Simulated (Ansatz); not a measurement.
Cs (I4_1/amd)

Computed with DFT PBE, scalar-relativistic, plane waves, PAW (Ansatz).

Settings: cutoff 420 eV, Γ-centred mesh 12×12×12 on the computed 2-atom cell, Gaussian smearing of 0.10 eV; no spin polarisation.

The structure is relaxed at this level of theory with its symmetry kept. This form isn't the element's structure at ambient conditions.

```cif
data_structure
_symmetry_space_group_name_H-M 'P 1'
_symmetry_Int_Tables_number 1
_cell_length_a 9.9703
_cell_length_b 9.9703
_cell_length_c 9.9703
_cell_angle_alpha 150.079
_cell_angle_beta 150.079
_cell_angle_gamma 42.825
_cell_volume 245.97
loop_
_atom_site_label
_atom_site_type_symbol
_atom_site_fract_x
_atom_site_fract_y
_atom_site_fract_z
_atom_site_occupancy
Cs1 Cs 0.25000 0.75000 0.50000 1
Cs2 Cs 0.50000 0.50000 0.00000 1
```

Problem. Formation energy from the elements' standard states (uncorrected)?

Solution. +0.053 eV/atom.

Problem. Density of states at the Fermi level?

Solution. 2.23 states/eV per cell.

Problem. Bulk modulus?

Solution. 1.7 GPa.

Problem. Its pressure derivative?

Solution. 3.6.

Problem. Bader charges (e)?

Solution. Cs (2 in the cell) 0.00.

Spin-orbit coupling is left out, which matters for the bands of heavy elements.

Cost: 9 runs of about 8.1 core-minutes in all, on Intel Xeon Platinum 8488C (Sapphire Rapids) (shared hosts).